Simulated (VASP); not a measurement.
# BP (F-43m): a series in a change of volume

How do the elastic response and the band edges of BP follow a change of volume?

Calculated with VASP 6.6.1; LDA; plane waves and PAW (B, P), in the first sound run; inputs show where later runs differ.

## Step 1: Starting point

Symmetry: F-43m, No. 216, cubic system. Conventional cell: a = 4.538 Å, b = 4.538 Å, c = 4.538 Å, α = 90.00°, β = 90.00°, γ = 90.00°. Nearest to B lie 4 P at 1.97 Å. Nearest to P lie 4 B at 1.97 Å. Farther neighbours are not listed.

## Step 2: Relax the crystal, LDA

The series starts from the cell that this level prefers, so that zero strain is near zero stress.

This step took 2 runs in a row; the last is shown.

Level: LDA; plane waves and PAW (B, P).

INCAR reads:

```
SYSTEM = BP
PREC = Accurate
ENCUT = 480
EDIFF = 1E-07
NELM = 120
ISMEAR = 0
SIGMA = 0.02
LREAL = .FALSE.
ALGO = Normal
GGA = CA
NBANDS = 10
LASPH = .TRUE.
LORBIT = 11
LWAVE = .FALSE.
LCHARG = .FALSE.
KPAR = 12
IBRION = 2
NSW = 40
ISIF = 3
EDIFFG = -0.005
POTIM = 0.4
```

POSCAR reads:

```
BP
1.0
    0.0000000000      2.2448005768      2.2448005768
    2.2448005768      0.0000000000      2.2448005768
    2.2448005768      2.2448005768      0.0000000000
B P
1 1
Direct
    0.0000000000      0.0000000000      0.0000000000
    0.2500000000      0.2500000000      0.2500000000
```

KPOINTS reads:

```
Automatic mesh
0
Gamma
11 11 11
0 0 0
```

The projector-augmented-wave data sets are B and P (LDA family, release 64).

The run is started by

```
mpirun -np 12 vasp_std
```

What it wrote:

```text
[banner, memory and clock lines left out]
running   12 mpi-ranks, on    1 nodes
[...]
|                                                                             |
|           W    W    AA    RRRRR   N    N  II  N    N   GGGG   !!!           |
|           W    W   A  A   R    R  NN   N  II  NN   N  G    G  !!!           |
|           W    W  A    A  R    R  N N  N  II  N N  N  G       !!!           |
|           W WW W  AAAAAA  RRRRR   N  N N  II  N  N N  G  GGG   !            |
|           WW  WW  A    A  R   R   N   NN  II  N   NN  G    G                |
|           W    W  A    A  R    R  N    N  II  N    N   GGGG   !!!           |
|                                                                             |
|     For optimal performance we recommend to set                             |
|       NCORE = 2 up to number-of-cores-per-socket                            |
|     NCORE specifies how many cores store one orbital (NPAR=cpu/NCORE).      |
|     This setting can greatly improve the performance of VASP for DFT.       |
[...]
|     Unfortunately you need to use the default for GW and RPA                |
|     calculations (for HF NCORE is supported but not extensively tested      |
|     yet).                                                                   |
|                                                                             |

 LDA part: xc-table for (Slater(with rela. corr.)+CA(PZ))
 , standard interpolation
 POSCAR, INCAR and KPOINTS ok, starting setup
[...]
entering main loop
       N       E                     dE             d eps       ncg     rms          rms(c)
DAV:   1     0.771284084350E+01    0.77128E+01   -0.39718E+03  1120   0.680E+02
DAV:   2    -0.147837503994E+02   -0.22497E+02   -0.21399E+02  1566   0.111E+02
DAV:   3    -0.152987166902E+02   -0.51497E+00   -0.51420E+00  1370   0.160E+01
DAV:   4    -0.153005216122E+02   -0.18049E-02   -0.18045E-02  1412   0.108E+00
[...]
DAV:  11    -0.143991051354E+02   -0.18618E-05   -0.59788E-06  1404   0.135E-02    0.373E-02
DAV:  12    -0.143991048169E+02    0.31848E-06   -0.19057E-06  1274   0.627E-03    0.890E-03
DAV:  13    -0.143991048240E+02   -0.71290E-08   -0.64782E-08   640   0.170E-03
   1 F= -.14399105E+02 E0= -.14399105E+02  d E =-.143991E+02
[...]
reached required accuracy - stopping structural energy minimisation
```

Wall time 1.6 s (12 MPI ranks of Intel Xeon 6975P-C (Granite Rapids), shared host); peak memory 1.4 GiB; 9 s of CPU time.

The logs omit lines about the potential files and the build; timing stands in the text.

Parts of OUTCAR (step 2):

```text
  Total        0.0006740      0.0006740      0.0006740     -0.0000000      0.0000000      0.0000000
  in kB        0.0477294      0.0477294      0.0477294     -0.0000000      0.0000000      0.0000000
  external PRESSURE =       0.0477294 kB  Pullay stress =       0.0000000 kB

 POSITION                                       TOTAL-FORCE (eV/Angst)
 -----------------------------------------------------------------------------------
      0.00000      0.00000      0.00000        -0.000000     -0.000000     -0.000000
      1.12240      1.12240      1.12240         0.000000      0.000000      0.000000
 -----------------------------------------------------------------------------------
    total drift:                                0.000000      0.000000      0.000000

  FREE ENERGIE OF THE ION-ELECTRON SYSTEM (eV)
  ---------------------------------------------------
  free  energy   TOTEN  =       -14.3991048240 eV

  energy  without entropy=      -14.3991048240  energy(sigma->0) =      -14.39910482

 reached required accuracy - stopping structural energy minimisation

[... 3 further parts left out ...]
[key lines of the parts left out:]
E-fermi :   7.8723
```

Numbers from this step:

| Quantity | Value |
| --- | --- |
| energy(sigma→0) of the program | -14.3991 eV |
| stress, compression positive | xx, yy, zz 0.00, 0.00, 0.00 GPa |
| volume | 22.624 Å³ |
| ionic steps | 1 |

## Step 3: Relax at fixed volume, LDA

One member in full: the volume is scaled by 0.985, and the cell is held.

Level: LDA; plane waves and PAW (B, P).

Edit INCAR of step 2 so:

```diff
@@ -15,7 +15,8 @@
 LCHARG = .FALSE.
-KPAR = 12
+KPAR = 3
 IBRION = 2
 NSW = 40
-ISIF = 3
-EDIFFG = -0.005
+ISIF = 2
+EDIFFG = -0.004
 POTIM = 0.4
+MAXMIX = 40
```

POSCAR reads:

```
BP
1.0
    0.0000000000      2.2335199815      2.2335199815
    2.2335199815      0.0000000000      2.2335199815
    2.2335199815      2.2335199815      0.0000000000
B P
1 1
Direct
    0.0000000000      0.0000000000      0.0000000000
    0.2500000000      0.2500000000      0.2500000000
```

KPOINTS is that of step 2.

The run is started by

```
mpirun -np 3 vasp_std
```

What it wrote:

```text
[banner, memory and clock lines left out]
running    3 mpi-ranks, on    1 nodes
[...]
LDA part: xc-table for (Slater(with rela. corr.)+CA(PZ))
 , standard interpolation
 POSCAR, INCAR and KPOINTS ok, starting setup
[...]
entering main loop
       N       E                     dE             d eps       ncg     rms          rms(c)
DAV:   1     0.589363359277E+01    0.58936E+01   -0.38609E+03  1136   0.676E+02
DAV:   2    -0.148306319829E+02   -0.20724E+02   -0.19833E+02  1558   0.111E+02
DAV:   3    -0.153329918238E+02   -0.50236E+00   -0.50144E+00  1326   0.155E+01
DAV:   4    -0.153349981438E+02   -0.20063E-02   -0.20061E-02  1430   0.113E+00
[...]
DAV:  11    -0.143961279288E+02   -0.17827E-05   -0.59891E-06  1400   0.135E-02    0.379E-02
DAV:  12    -0.143961276404E+02    0.28841E-06   -0.18058E-06  1294   0.617E-03    0.933E-03
DAV:  13    -0.143961276471E+02   -0.67021E-08   -0.58518E-08   634   0.164E-03
   1 F= -.14396128E+02 E0= -.14396128E+02  d E =-.143961E+02
[...]
reached required accuracy - stopping structural energy minimisation
```

It took 2.6 s on 3 MPI ranks; peak memory 0.33 GiB; 4.8 s of CPU time.

OUTCAR, selected parts (step 3):

```text
  Total        0.3799478      0.3799478      0.3799478     -0.0000000      0.0000000      0.0000000
  in kB       27.3171234     27.3171234     27.3171234     -0.0000000      0.0000000      0.0000000
  external PRESSURE =      27.3171234 kB  Pullay stress =       0.0000000 kB

 POSITION                                       TOTAL-FORCE (eV/Angst)
 -----------------------------------------------------------------------------------
      0.00000      0.00000      0.00000         0.000000      0.000000      0.000000
      1.11676      1.11676      1.11676        -0.000000     -0.000000     -0.000000
 -----------------------------------------------------------------------------------
    total drift:                               -0.000000     -0.000000      0.000000

  FREE ENERGIE OF THE ION-ELECTRON SYSTEM (eV)
  ---------------------------------------------------
  free  energy   TOTEN  =       -14.3961276471 eV

  energy  without entropy=      -14.3961276471  energy(sigma->0) =      -14.39612765

[... 2 parts as in an earlier step ...]

[... 2 further parts left out ...]
[key lines of the parts left out:]
E-fermi :   8.1506
```

Read from the output:

- energy(sigma→0) of the program: -14.3961 eV
- stress, compression positive: xx, yy, zz 2.73, 2.73, 2.73 GPa
- ionic steps: 1

## Step 4: Band edges, TB-mBJ with spin-orbit coupling

Short lines in KPOINTS_OPT sample the zone centre, for masses, and the other valleys.

Level: TB-mBJ, spin-orbit coupling; plane waves and PAW (B, P).

TB-mBJ has no energy functional, so the total energy, stress and pressure in this output mean nothing.

INCAR reads:

```
SYSTEM = BP
PREC = Accurate
ENCUT = 480
EDIFF = 1E-06
NELM = 150
ISMEAR = 0
SIGMA = 0.02
LREAL = .FALSE.
ALGO = Normal
METAGGA = MBJ
LASPH = .TRUE.
LNONCOLLINEAR = .TRUE.
MAGMOM = 0 0 0 0 0 0
NBANDS = 18
GGA_COMPAT = .FALSE.
LSORBIT = .TRUE.
LWAVE = .FALSE.
LCHARG = .FALSE.
KPAR = 3
```

POSCAR is that of step 3.

KPOINTS reads:

```
Automatic mesh
0
Gamma
9 9 9
0 0 0
```

KPOINTS_OPT reads:

```
Line mode
6
Line-mode
Reciprocal
  0.00000000   0.00000000   0.00000000
  0.01777379   0.01777379   0.00000000

  0.00000000   0.00000000   0.00000000
  0.00000000  -0.01777379  -0.01777379

  0.31000000   0.31000000   0.00000000
  0.50000000   0.50000000   0.00000000

  0.00000000   0.31000000   0.31000000
  0.00000000   0.50000000   0.50000000

  0.45000000   0.45000000   0.45000000
  0.50000000   0.50000000   0.50000000

  0.45000000   0.00000000   0.00000000
  0.50000000   0.00000000   0.00000000

  0.42500000   0.42500000   0.00000000
  0.42500000   0.44277379   0.01777379

  0.50000000   0.50000000   0.50000000
  0.48743203   0.51256797   0.50000000
```

The run is started by

```
mpirun -np 3 vasp_ncl
```

What it wrote:

```text
[banner, memory and clock lines left out]
running    3 mpi-ranks, on    1 nodes
[...]
|                                                                             |
|               ----> ADVICE to this user running VASP <----                  |
|                                                                             |
|     You enforced a specific xc type in the INCAR file but a different       |
|     [... a line on the potential file left out ...]
|     I HOPE YOU KNOW WHAT YOU ARE DOING!                                     |
|                                                                             |

 LDA part: xc-table for (None), standard interpolation
 POSCAR, INCAR and KPOINTS ok, starting setup
[...]
entering main loop
       N       E                     dE             d eps       ncg     rms          rms(c)
DAV:   1     0.801715295408E+01    0.80172E+01   -0.33031E+03  1980   0.755E+02
DAV:   2    -0.174575155263E+02   -0.25475E+02   -0.23359E+02  2736   0.140E+02
DAV:   3    -0.184402781990E+02   -0.98276E+00   -0.97372E+00  2542   0.232E+01
DAV:   4    -0.184444230335E+02   -0.41448E-02   -0.41433E-02  2442   0.177E+00
[...]
DAV:  28    -0.155704658109E+02   -0.23754E-05   -0.23607E-12  1026   0.148E-05    0.447E-05
DAV:  29    -0.155704705289E+02   -0.47180E-05   -0.37428E-12  1026   0.174E-05    0.914E-06
DAV:  30    -0.155704711437E+02   -0.61479E-06   -0.26380E-12  1026   0.134E-05
   1 F= -.15570471E+02 E0= -.15570471E+02  d E =-.183361E-19  mag=     0.0000     0.0000    -0.0000
 Start KPOINTS_OPT (optional k-point list driver)
k-point batch [1-48\48]
       N       E                     dE             ncg
DAV:   1     0.218787729927E+04   -0.80963E+04     1728
DAV:   2     0.780198637120E+03   -0.14077E+04     2376
DAV:   3     0.729172768314E+03   -0.51026E+02     2240
DAV:   4     0.728939950479E+03   -0.23282E+00     2102
DAV:   5     0.728938410286E+03   -0.15402E-02     2188
DAV:   6     0.728938393802E+03   -0.16484E-04     2118
DAV:   7     0.728938393565E+03   -0.23705E-06     1810
```

The job ended after 41 s (3 MPI ranks; peak memory 0.73 GiB).

Parts of OUTCAR (step 4):

```text
  LATTYP: Found a face centered cubic cell.
 ALAT       =     4.4670399630

 Subroutine GETGRP returns: Found 24 space group operations
 (whereof 24 operations were pure point group operations)

The static configuration has the point symmetry T_d .

 Found     55 irreducible k-points:

   k-points           NKPTS =     55   k-points in BZ     NKDIM =     55   number of bands    NBANDS=     18

   dimension x,y,z NGX =    24 NGY =   24 NGZ =   24
   dimension x,y,z NGXF=    48 NGYF=   48 NGZF=   48

   ENCUT  =  480.0 eV  35.28 Ry    5.94 a.u.   5.64  5.64  5.64*2*pi/ulx,y,z

   NELECT =       8.0000    total number of electrons

 E-fermi :   7.8537

 k-point     1 :       0.0000    0.0000    0.0000
  band No.  band energies     occupation
    ...
      4       7.6940      1.00000
      5       7.7353      1.00000
      6       7.7353      1.00000
      7       7.7353      1.00000
      8       7.7353      1.00000
      9      12.0406      0.00000
     10      12.0406      0.00000
     11      12.0834      0.00000
     12      12.0834      0.00000
     13      12.0834      0.00000
    ...

 k-point     2 :       0.1111    0.0000    0.0000
  band No.  band energies     occupation
    ...
      4       6.2557      1.00000
      5       7.3832      1.00000
      6       7.3832      1.00000
      7       7.4108      1.00000
      8       7.4108      1.00000
      9      12.5165      0.00000
     10      12.5165      0.00000
     11      12.5527      0.00000
     12      12.5527      0.00000
     13      12.5694      0.00000
    ...

  Total        3.1437529      3.1437529      3.1437529     -0.0000000      0.0000000     -0.0000000
  in kB      226.0265553    226.0265553    226.0265553     -0.0000000      0.0000000     -0.0000000
  external PRESSURE =     226.0265553 kB  Pullay stress =       0.0000000 kB

 POSITION                                       TOTAL-FORCE (eV/Angst)
 -----------------------------------------------------------------------------------
      0.00000      0.00000      0.00000        -0.000000     -0.000000     -0.000000
      1.11676      1.11676      1.11676         0.000000      0.000000      0.000000
 -----------------------------------------------------------------------------------
    total drift:                                0.000000      0.000000      0.000000

  FREE ENERGIE OF THE ION-ELECTRON SYSTEM (eV)
  ---------------------------------------------------
  free  energy   TOTEN  =       -15.5704711437 eV

  energy  without entropy=      -15.5704711437  energy(sigma->0) =      -15.57047114

 Spin-Orbit-Coupling matrix elements
 Ion:    1  E_soc:     -0.0000036
 Ion:    2  E_soc:     -0.0008132

[... 1 part as in an earlier step ...]

[... 7 further parts left out ...]
```

## Step 5: Band edges, r2SCAN with spin-orbit coupling

Short lines in KPOINTS_OPT sample the zone centre, for masses, and the other valleys.

Level: r2SCAN, spin-orbit coupling; plane waves and PAW (B, P).

Edit INCAR of step 4 so:

```diff
@@ -4,3 +4,3 @@
 EDIFF = 1E-06
-NELM = 150
+NELM = 100
 ISMEAR = 0
@@ -9,3 +9,3 @@
 ALGO = Normal
-METAGGA = MBJ
+METAGGA = R2SCAN
 LASPH = .TRUE.
```

POSCAR is that of step 4.

KPOINTS is that of step 4.

KPOINTS_OPT is that of step 4.

The run is started by

```
mpirun -np 3 vasp_ncl
```

What it wrote:

```text
[banner, memory and clock lines left out]
running    3 mpi-ranks, on    1 nodes
[...]
[... a notice as in an earlier step ...]

 LDA part: xc-table for (None), standard interpolation
 POSCAR, INCAR and KPOINTS ok, starting setup
[...]
entering main loop
       N       E                     dE             d eps       ncg     rms          rms(c)
DAV:   1    -0.330517595007E+02   -0.33052E+02   -0.33899E+03  1980   0.771E+02
DAV:   2    -0.597885174419E+02   -0.26737E+02   -0.24530E+02  2730   0.146E+02
DAV:   3    -0.608518529036E+02   -0.10633E+01   -0.10532E+01  2534   0.250E+01
DAV:   4    -0.608583381580E+02   -0.64853E-02   -0.64822E-02  2496   0.233E+00
[...]
DAV:  10    -0.589063275498E+02   -0.96995E-04   -0.27229E-05  2284   0.578E-02    0.598E-02
DAV:  11    -0.589063533962E+02   -0.25846E-04   -0.22782E-05  2246   0.475E-02    0.172E-02
DAV:  12    -0.589063542800E+02   -0.88388E-06   -0.15852E-06  2412   0.155E-02
   1 F= -.58906354E+02 E0= -.58906354E+02  d E =-.178863E-38  mag=     0.0000    -0.0000     0.0000
 Start KPOINTS_OPT (optional k-point list driver)
k-point batch [1-48\48]
       N       E                     dE             ncg
DAV:   1     0.219881014709E+04   -0.80853E+04     1728
DAV:   2     0.776224914932E+03   -0.14226E+04     2392
DAV:   3     0.723090705747E+03   -0.53134E+02     2258
DAV:   4     0.722744955162E+03   -0.34575E+00     2084
DAV:   5     0.722741113400E+03   -0.38418E-02     2278
DAV:   6     0.722741048024E+03   -0.65376E-04     2208
DAV:   7     0.722741046655E+03   -0.13692E-05     1912
DAV:   8     0.722741046608E+03   -0.47006E-07     1456
```

Elapsed: 65 s, on 3 MPI ranks; peak memory 0.69 GiB.

Parts of OUTCAR (step 5):

```text
  Total        0.9516589      0.9516589      0.9516589     -0.0000000      0.0000000     -0.0000000
  in kB       68.4214671     68.4214671     68.4214671     -0.0000000      0.0000000     -0.0000000
  external PRESSURE =      68.4214671 kB  Pullay stress =       0.0000000 kB

 POSITION                                       TOTAL-FORCE (eV/Angst)
 -----------------------------------------------------------------------------------
      0.00000      0.00000      0.00000         0.000000      0.000000      0.000000
      1.11676      1.11676      1.11676        -0.000000     -0.000000     -0.000000
 -----------------------------------------------------------------------------------
    total drift:                                0.000000      0.000000      0.000000

  FREE ENERGIE OF THE ION-ELECTRON SYSTEM (eV)
  ---------------------------------------------------
  free  energy   TOTEN  =       -58.9063542800 eV

  energy  without entropy=      -58.9063542800  energy(sigma->0) =      -58.90635428

[... 2 parts as in an earlier step ...]

[... 1 further part left out ...]
[key lines of the parts left out:]
E-fermi :   8.3025
```

Numbers from this step:

```
energy(sigma→0) of the program : -58.9064 eV
stress, compression positive   : xx, yy, zz 6.84, 6.84, 6.84 GPa
```

The run ends at a pressure of 6.84 GPa.

(Continued in part 2 of 2.)

[Lines on the potential files, build, host, timing and source positions are cut from VASP's logs without a mark.]

[Logs are printed without paths, hosts, clocks, repeated set-up lines and the standing remarks that a program may print on its own settings, such as how far it seeks lower states.]

[Hosts, paths, dates, database ids (printed as entryN), source tags and the programs' standing remarks are cut or masked in the printed files.]

[In band tables of VASP the shares of atoms and orbitals are scaled to a sum of 1 inside the atoms' spheres.]
